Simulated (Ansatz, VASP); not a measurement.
**Two plane-wave programs on Mg**

```xyz
2
Lattice="3.1325 0.0000 0.0000 -1.5663 2.7128 0.0000 0.0000 0.0000 5.0849" Properties=species:S:1:pos:R:3 pbc="T T T"
Mg    0.0000    1.8086    1.2712
Mg    1.5663    0.9043    3.8137
```

Alike in both runs: task single point; functional LDA; k mesh 12 × 12 × 6; occupations fermi-dirac, width 0.1 eV; non-collinear spin, spin-orbit coupling.

|  | VASP | Ansatz |
| --- | --- | --- |
| version | VASP 6.6.1 | Ansatz 0.2.0 |
| potentials or method | VASP PAW LDA potentials, release 64 (Mg) | plane waves (420 eV) with PAW, fully relativistic with spin-orbit coupling |
| plane-wave cutoff (eV) | 520 | 420 |
| valence electrons in the cell | 4 | 20 |

```tsv
	VASP	Ansatz	Ansatz less VASP
net moment per atom (μB)	0.00	0.00	0.000
```

The two sets of potentials don't hold the same shells in valence. Ansatz warned: «pseudo_functional_mismatch».
